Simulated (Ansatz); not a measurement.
PbS (Cmcm) from a database of computed structures (r2SCAN+rVV10 geometry), in Ansatz:

Space group Cmcm (No. 63). a = 4.127 Å, b = 11.739 Å, c = 4.260 Å, α = 90.00°, β = 90.00°, γ = 90.00°
```json
{"atom": "Pb", "site": "4c", "symmetry": "m2m", "x": "0.5000", "y": "0.6277", "z": "0.7500"}
{"atom": "S", "site": "4c", "symmetry": "m2m", "x": "0.5000", "y": "0.8563", "z": "0.7500"}
```

G0W0@r2SCAN with 764 empty bands, a screening cutoff of 220 eV and a 4×4×4 mesh (PAW, contour deformation) gives 1.891 eV over the mesh points, from an r2SCAN gap of 1.519 eV; it sums over 784 bands with 765 plane waves in the screening and a wave cutoff of 500 eV. G0W0 values are finite-basis, finite-mesh values. Spin-unpolarised throughout; all numbers are computed.

Question: Estimate the gap with empty bands 1404, screening cutoff 300 eV.

Answer: 1.926 eV (+0.035 eV), from a Kohn-Sham gap of 1.519 eV.

Question: Estimate the gap with frequency model Godby-Needs pole.

Answer: 1.858 eV (-0.033 eV), from a Kohn-Sham gap of 1.519 eV.

Question: Estimate the gap with potentials of the kind norm-conserving.

Answer: 1.845 eV (-0.046 eV), from a Kohn-Sham gap of 1.531 eV.

Spin-orbit coupling is left out; in compounds of Pb, Bi, Tl or Hg it can lower a gap by up to about 1 eV, split its edges or invert the bands.
